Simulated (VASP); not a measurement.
# O2CH2 in VASP: a series of runs

Aim: see how the results for O2CH2 move with the level of theory and the settings. Levels: PBE+D3(BJ), PBE, RPBE, RPBE+D3(BJ). Tasks: relaxation of the atoms, single point.

Everything below comes from runs of VASP 6.6.1. Logs are shortened: lines on timing, memory, paths and dates and some standing lists are left out, and cuts for length are marked.

## (1) The molecule as given

The cell holds a molecule in a box, 5 atoms: a = 13.343 Å, b = 13.843 Å, c = 14.343 Å, α = 90.00°, β = 90.00°, γ = 90.00°.

## (2) Relaxation of the atoms, PBE+D3(BJ)

Contents of INCAR:

```
SYSTEM = H2CO2
PREC = Accurate ; ENCUT = 400
EDIFF = 1E-6 ; ISMEAR = 0
SIGMA = 0.01 ; LREAL = .False.
LASPH = .True. ; NELM = 80
ALGO = Normal ; ISIF = 2
LWAVE = .False. ; LCHARG = .False.
GGA = PE ; IVDW = 12
IBRION = 2 ; NSW = 120
EDIFFG = -0.03 ; ISYM = 0
```

Contents of KPOINTS:

```
Automatic mesh
0
Gamma
  1 1 1
  0 0 0
```

Contents of POSCAR:

```
H2CO2
1.0
   13.3432429698      0.0000000000      0.0000000000
    0.0000000000     13.8432429698      0.0000000000
    0.0000000000      0.0000000000     14.3432429698
O C H
2 1 2
Selective dynamics
Direct
    0.4420683951      0.5019878910      0.4046502002  F F F
    0.4664925112      0.5210948315      0.5567400293  T T T
    0.4960914163      0.4996753022      0.4703359034  T T T
    0.5764706235      0.4793389270      0.4653949277  T T T
    0.5188770538      0.5159624004      0.6028789394  T T T
```

Potentials or basis: VASP PAW PBE potentials, release 64 (O, C, H).

Command:

```bash
cat potpaw_PBE.64/O/POTCAR potpaw_PBE.64/C/POTCAR potpaw_PBE.64/H/POTCAR > POTCAR
mpirun -np 4 vasp_gam > vasp.out
```

OUTCAR:

```text
SYSTEM = H2CO2
   PREC = Accurate
   ENCUT = 400
   EDIFF = 1E-6
   ISMEAR = 0
   LREAL = .False.
   LASPH = .True.
   NELM = 80
   ISIF = 2
   GGA = PE
   IVDW = 12
   IBRION = 2
   NSW = 120
   EDIFFG = -0.03
   ISYM = 0
 IVDW          = 12

 ion  position               nearest neighbor table
   1  0.442  0.502  0.405-   3 1.19
   2  0.466  0.521  0.557-   5 0.97   3 1.33
   3  0.496  0.500  0.470-   4 1.11   1 1.19   2 1.33
   4  0.576  0.479  0.465-   3 1.11
   5  0.519  0.516  0.603-   2 0.97

IMPORTANT INFORMATION: All symmetrisations will be switched off!
NOSYMM: (Re-)initialisation of all symmetry stuff for point group C_1.

----------------------------------------------------------------------------------------

                                     Primitive cell

  volume of cell :    2649.3943

  direct lattice vectors                    reciprocal lattice vectors
    13.343242970  0.000000000  0.000000000     0.074944300  0.000000000  0.000000000
     0.000000000 13.843242970  0.000000000     0.000000000  0.072237409  0.000000000
     0.000000000  0.000000000 14.343242970     0.000000000  0.000000000  0.069719240

  length of vectors
    13.343242970 13.843242970 14.343242970     0.074944300  0.072237409  0.069719240

  position of ions in fractional coordinates (direct lattice)
     0.442068395  0.501987891  0.404650200
     0.466492511  0.521094832  0.556740029
     0.496091416  0.499675302  0.470335903
     0.576470624  0.479338927  0.465394928
     0.518877054  0.515962400  0.602878939

  ion indices of the primitive-cell ions
   primitive index   ion index
                 1           1
                 2           2
                 3           3
                 4           4
                 5           5

----------------------------------------------------------------------------------------

 KPOINTS: Automatic mesh

Automatic generation of k-mesh.
 Grid dimensions read from file:
 generate k-points for:    1    1    1

 Generating k-lattice:

  Cartesian coordinates                     Fractional coordinates (reciprocal lattice)
     0.074944300  0.000000000  0.000000000     1.000000000  0.000000000  0.000000000
     0.000000000  0.072237409  0.000000000     0.000000000  1.000000000  0.000000000
     0.000000000  0.000000000  0.069719240     0.000000000  0.000000000  1.000000000

  Length of vectors
     0.074944300  0.072237409  0.069719240

  Shift w.r.t. Gamma in fractional coordinates (k-lattice)
     0.000000000  0.000000000  0.000000000

 Subroutine IBZKPT returns following result:
 ===========================================

 Found      1 irreducible k-points:

 Following reciprocal coordinates:
            Coordinates               Weight
  0.000000  0.000000  0.000000      1.000000
   k-points           NKPTS =      1   k-points in BZ     NKDIM =      1   number of bands    NBANDS=     16
   number of dos      NEDOS =    301   number of ions     NIONS =      5
   total plane-waves  NPLWV = 777600
   dimension x,y,z NGX =    90 NGY =   90 NGZ =   96
   dimension x,y,z NGXF=   180 NGYF=  180 NGZF=  192
   ions per type =               2   1   2
   NGX,Y,Z   is equivalent  to a cutoff of  11.21, 10.81, 11.13 a.u.
   NGXF,Y,Z  is equivalent  to a cutoff of  22.43, 21.62, 22.25 a.u.
 SYSTEM =  H2CO2
   PREC   = accura    normal or accurate (medium, high low for compatibility)
   ISTART =      0    job   : 0-new  1-cont  2-samecut
   ICHARG =      2    charge: 1-file 2-atom 10-const
   ISPIN  =      1    spin polarized calculation?
   LNONCOLLINEAR =      F non collinear calculations
   LSORBIT =      F    spin-orbit coupling
   LASPH  =      T    aspherical Exc in radial PAW
   ENCUT  =  400.0 eV  29.40 Ry    5.42 a.u.  21.76 22.57 23.39*2*pi/ulx,y,z
   NELM   =     80;   NELMIN=  2; NELMDL= -5     # of ELM steps
   EDIFF  = 0.1E-05   stopping-criterion for ELM
   LREAL  =      F    real-space projection
   EDIFFG = -.3E-01   stopping-criterion for IOM
   NSW    =    120    number of steps for IOM
   IBRION =      2    ionic relax: 0-MD 1-quasi-New 2-CG
   NFREE  =      1    steps in history (QN), initial steepest desc. (CG)
   ISIF   =      2    stress and relaxation
   ISYM   =      0    0-nonsym 1-usesym 2-fastsym
   POTIM  = 0.5000    time-step for ionic-motion
   TEBEG  =    0.0;   TEEND  =   0.0 temperature during run
   PSTRESS=    0.0 pullay stress
   NELECT =      18.0000    total number of electrons
   NUPDOWN=      -1.0000    fix difference up-down
   EMIN   =  10.00;   EMAX   =-10.00  energy-range for DOS
   EFERMI =   0.00;   METHOD = LEGACY
   ISMEAR =     0;   SIGMA  =   0.01  broadening in eV -4-tet -1-fermi 0-gaus
   EFERMI_NEDOS =   21; number of points for ismear=-14 and -15
   IALGO  =     38    algorithm
   IMIX   =      4    mixing-type and parameters
     AMIX     =   0.40;   BMIX     =  1.00
     AMIX_MAG =   1.60;   BMIX_MAG =  1.00
  volume/ion in A,a.u.               =     529.88      3575.80
  Fermi-wavevector in a.u.,A,eV,Ry     =   0.310063  0.585934  1.308053  0.096139
  Thomas-Fermi vector in A             =   1.187351
   LORBIT       =      0    0 simple, 1 ext, 2 COOP (PROOUT), +10 PAW based schemes
   GGA     = PE    functional components
   LHFCALC =     F    Hartree Fock is set to
   AEXX    =    0.0000 exact exchange contribution
   IVDW    =    12    specifies the selected vdW correction
   LEPSILON=     F    determine dielectric tensor
   LRPA    =     F    only Hartree local field effects (RPA)
 conjugate gradient relaxation of ions
 non-spin polarized calculation
 Gauss-broadening in eV      SIGMA  =   0.01
  energy-cutoff  :      400.00
  volume of cell :     2649.39
 maximum number of plane-waves:     24071
 NGX is ok and might be reduce to    90
   NGX = 43   NGY = 45   NGZ = 47

--------------------------------------- Ionic step        1  -------------------------------------------

 number of electron      17.9999995 magnetization

 Free energy of the ion-electron system (eV)
  ---------------------------------------------------
  ext. energy  EPLUGINS =         0.00000000
  ---------------------------------------------------
  free energy    TOTEN  =       -29.71402891 eV

  energy without entropy =      -29.71402891  energy(sigma->0) =      -29.71402891

------------------------ aborting loop because EDIFF is reached ----------------------------------------

 Edisp (eV)   -0.04924

 E8    (eV) :    -0.0137

  FORCE on cell =-STRESS in cart. coord.  units (eV):
  Direction    XX          YY          ZZ          XY          YZ          ZX
  --------------------------------------------------------------------------------------
  -------------------------------------------------------------------------------------
  Total       0.16349    -1.52111     1.14058    -0.30695     0.20123     0.96263
  in kB       0.09887    -0.91987     0.68975    -0.18562     0.12169     0.58213
  external pressure =       -0.04 kB  Pullay stress =        0.00 kB
[... 106 lines left out ...]
  FREE ENERGIE OF THE ION-ELECTRON SYSTEM (eV)
  ---------------------------------------------------
  free  energy   TOTEN  =       -29.7984619041 eV

  energy  without entropy=      -29.7984619041  energy(sigma->0) =      -29.79846190

[... ionic steps 4 to 15 ...]

--------------------------------------- Ionic step       16  -------------------------------------------

 number of electron      18.0000009 magnetization

------------------------ aborting loop because EDIFF is reached ----------------------------------------

 Edisp (eV)   -0.04918

 E8    (eV) :    -0.0137
[... 75 lines left out ...]
  energy  without entropy=      -29.8131869865  energy(sigma->0) =      -29.81318699

--------------------------------------- Ionic step       18  -------------------------------------------

 number of electron      18.0000009 magnetization

 Free energy of the ion-electron system (eV)
  ---------------------------------------------------
  ext. energy  EPLUGINS =         0.00000000
  ---------------------------------------------------
  free energy    TOTEN  =       -29.76403036 eV

  energy without entropy =      -29.76403036  energy(sigma->0) =      -29.76403036

 E-fermi :  -6.7540     XC(G=0):  -0.3726

 val. band max:       -6.8174583481   @ k =   0.0000   0.0000   0.0000
 cond. band min:      -1.5891402982   @ k =   0.0000   0.0000   0.0000
 fundamental gap:      5.2283180499
 Fermi energy:        -6.7540130613

 k-point     1 :       0.0000    0.0000    0.0000
  band No.  band energies     occupation
      1     -27.9220      2.00000
      2     -25.9381      2.00000
      3     -15.9323      2.00000
      4     -14.3617      2.00000
      5     -11.0585      2.00000
      6     -11.0315      2.00000
[... 8 lines left out ...]
     15       0.5933      0.00000
     16       0.7124      0.00000
[... 34 lines left out ...]
  FREE ENERGIE OF THE ION-ELECTRON SYSTEM (eV)
  ---------------------------------------------------
  free  energy   TOTEN  =       -29.8132153586 eV

  energy  without entropy=      -29.8132153586  energy(sigma->0) =      -29.81321536

 reached required accuracy - stopping structural energy minimisation
```

Run time: 5.3 min. Hardware: 4 MPI ranks of Intel Xeon 6975P-C (Granite Rapids), shared host; peak memory 0.51 GiB.

Results:

```yaml
Free_energy: -29.8132 eV
Energy_gained_by_relaxing: 10.0 meV/atom
Ionic_steps: 18
Gap_between_the_frontier_levels: 5.23 eV
Dispersion_energy_per_atom: -0.010 eV
```

Step by step:
```
step  energy change (eV)  largest force (eV/Å)  pressure (GPa)
   1              0.0000                1.9511            0.00
   2              0.2635                6.8718           -0.18
   3             -0.0352                0.6621           -0.06
   4             -0.0375                0.8904           -0.10
   5             -0.0449                0.5032           -0.08
   6             -0.0453                0.4652           -0.10
   7             -0.0468                0.1810           -0.09
   8             -0.0481                0.1401           -0.09
   9             -0.0487                0.2751           -0.09
  10             -0.0491                0.2257           -0.09
  11             -0.0496                0.0906           -0.09
  12             -0.0496                0.0980           -0.10
  13             -0.0497                0.0867           -0.09
  14             -0.0498                0.0537           -0.09
  15             -0.0498                0.0509           -0.09
  16             -0.0499                0.0339           -0.09
  17             -0.0499                0.0337           -0.09
  18             -0.0500                0.0226           -0.09
```

Final structure:
```
CELL_PARAMETERS angstrom
13.34324 0.00000 0.00000
0.00000 13.84324 0.00000
0.00000 0.00000 14.34324
ATOMIC_POSITIONS crystal
O 0.44207 0.50199 0.40465
O 0.46524 0.52170 0.55872
C 0.49738 0.49950 0.47112
H 0.57807 0.47933 0.46757
H 0.52080 0.51547 0.60272
```

Levels at points of the mesh, in eV from the valence-band top:
```tsv
k point	band 6	band 7	band 8	band 9	band 10	band 11	band 12	band 13
(0.00, 0.00, 0.00)	-4.21	-2.92	-1.29	0.00	5.23	5.77	6.89	6.97
```

Caveat: the cutoff is under 1.25 times the usual one of these potentials, so pressure, stress and relaxed cells hold a basis-set (Pulay) error; the standard files for N, O and F lose accuracy on very short bonds. PBE gaps usually lie below the measured ones, often by a third to a half.

## (3) Single point, PBE

Contents of INCAR:

```
  PREC = Accurate
  ENCUT = 400
  EDIFF = 1E-6
  ISMEAR = 0
  SIGMA = 0.01
  LREAL = F
  LASPH = T
  NELM = 80
  ALGO = Normal
  ISIF = 2
  LWAVE = F
  LCHARG = F
  GGA = PE
  ISYM = 0
```

Contents of KPOINTS:

```
regular mesh
0
Gamma
  1 1 1
```

Contents of POSCAR:

```
H2CO2                                   
1.0
   13.3432429698      0.0000000000      0.0000000000
    0.0000000000     13.8432429698      0.0000000000
    0.0000000000      0.0000000000     14.3432429698
  O               C               H             
     2     1     2
Selective dynamics
Direct
     0.4420683951000015    0.5019878909999989    0.4046502002000025   F   F   F
     0.4652420945895595    0.5217029547137875    0.5587183188790956   T   T   T
     0.4973776199387130    0.4995011382512229    0.4711228218909583   T   T   T
     0.5780737703576755    0.4793311471325375    0.4675715125725587   T   T   T
     0.5208020018519630    0.5154738693646139    0.6027250126853977   T   T   T
```

Potentials or basis: VASP PAW PBE potentials, release 64 (O, C, H).

Command:

```bash
cat potpaw_PBE.64/O/POTCAR potpaw_PBE.64/C/POTCAR potpaw_PBE.64/H/POTCAR > POTCAR
mpirun -np 4 vasp_gam > vasp.out
```

It took 29 s on 4 MPI ranks of Intel Xeon 6975P-C (Granite Rapids), shared host; peak memory 0.49 GiB.

The run converged. Its results:

```yaml
Free_energy: -29.7640 eV
Largest_force: 0.024 eV/Å
Gap_between_the_frontier_levels: 5.23 eV
```

Forces on the atoms (eV/Å):
```
O    0.000 -0.005 -0.024
O   -0.004  0.001  0.007
C   -0.010  0.004  0.004
H   -0.006  0.006  0.019
H    0.020 -0.006 -0.006
```

Levels at points of the mesh, in eV from the valence-band top:
```csv
k point,band 5,band 6,band 7,band 8,band 9,band 10,band 11,band 12,band 13,band 14
"(0.00, 0.00, 0.00)",-4.24,-4.21,-2.92,-1.29,0.00,5.23,5.76,6.89,6.97,7.31
```

Caveat: the cutoff is under 1.25 times the usual one of these potentials, so pressure, stress and relaxed cells hold a basis-set (Pulay) error; the standard files for N, O and F lose accuracy on very short bonds. A hybrid or GW would open this gap; PBE tends to underestimate it.

## (4) Single point, RPBE

Edit INCAR of step 3 so:

```diff
@@ -12,3 +12,3 @@
   LCHARG = F
-  GGA = PE
+  GGA = RP
   ISYM = 0
```

KPOINTS is that of step 3.

POSCAR is that of step 3.

Command:

```bash
cat potpaw_PBE.64/O/POTCAR potpaw_PBE.64/C/POTCAR potpaw_PBE.64/H/POTCAR > POTCAR
mpirun -np 4 vasp_gam > vasp.out
```

Wall time 28 s (4 MPI ranks of Intel Xeon 6975P-C (Granite Rapids), shared host); peak memory 0.48 GiB.

It converged, with:

| Property | Result |
| --- | --- |
| Free energy | -29.1251 eV |
| Largest force | 0.434 eV/Å |
| Gap between the frontier levels | 5.26 eV |

Forces on the atoms (eV/Å):
```
O   -0.237  0.001 -0.363
O   -0.092  0.071  0.309
C    0.278 -0.063  0.043
H    0.030 -0.004  0.015
H    0.021 -0.006 -0.004
```

Levels at points of the mesh, in eV from the valence-band top:
```csv
k point,band 7,band 8,band 9,band 10,band 11,band 12
"(0.00, 0.00, 0.00)",-2.93,-1.27,0.00,5.26,5.64,6.79
```

Caveat: the cutoff is under 1.25 times the usual one of these potentials, so pressure, stress and relaxed cells hold a basis-set (Pulay) error; the standard files for N, O and F lose accuracy on very short bonds; the PAW data sets were made with another functional, which shifts forces and pressure a little.

## (5) Single point, RPBE+D3(BJ)

Edit INCAR of step 4 so:

```diff
@@ -13,2 +13,3 @@
   GGA = RP
+  IVDW = 12
   ISYM = 0
```

KPOINTS is that of step 4.

POSCAR is that of step 4.

Command:

```bash
cat potpaw_PBE.64/O/POTCAR potpaw_PBE.64/C/POTCAR potpaw_PBE.64/H/POTCAR > POTCAR
mpirun -np 4 vasp_gam > vasp.out
```

Wall time 27 s (4 MPI ranks of Intel Xeon 6975P-C (Granite Rapids), shared host); peak memory 0.48 GiB.

The run converged. Its results:

```yaml
Free_energy: -29.4059 eV
Largest_force: 0.389 eV/Å
Gap_between_the_frontier_levels: 5.26 eV
Dispersion_energy_per_atom: -0.056 eV
```

Forces on the atoms (eV/Å):
```
O   -0.219  0.003 -0.322
O   -0.087  0.064  0.272
C    0.276 -0.060  0.057
H    0.009  0.003  0.024
H    0.020 -0.010 -0.031
```

Levels at points of the mesh, in eV from the valence-band top:
| k point | band 6 | band 7 | band 8 | band 9 | band 10 | band 11 | band 12 | band 13 |
| --- | --- | --- | --- | --- | --- | --- | --- | --- |
| (0.00, 0.00, 0.00) | -4.19 | -2.93 | -1.27 | 0.00 | 5.26 | 5.64 | 6.79 | 6.88 |

Caveat: the cutoff is under 1.25 times the usual one of these potentials, so pressure, stress and relaxed cells hold a basis-set (Pulay) error; the standard files for N, O and F lose accuracy on very short bonds; the PAW data sets were made with another functional, which shifts forces and pressure a little.

## (6) The runs side by side

```csv
task,level,cell,atoms held fixed (from 0),gap on the mesh (eV),largest force (eV/Å)
relaxation of the atoms,PBE+D3(BJ),atoms relaxed,[0],5.23,-
single point,PBE,as given,-,5.23,0.02
single point,RPBE,as given,-,5.26,0.43
single point,RPBE+D3(BJ),as given,-,5.26,0.39
```

Alike in all rows: potentials or basis VASP PAW PBE potentials, release 64 (O, C, H); no spin polarisation; k mesh 1 × 1 × 1; cutoff (eV) 400; smearing gaussian 0.01 eV.

On the cell as given the gap runs from 5.23 eV (PBE) to 5.26 eV (RPBE).

Caveats: the cutoff is under 1.25 times the usual one of these potentials, so pressure, stress and relaxed cells hold a basis-set (Pulay) error; the standard files for N, O and F lose accuracy on very short bonds; the PAW data sets were made with another functional, which shifts forces and pressure a little (some runs).

Absolute energies hang on the potentials; compare differences alone.
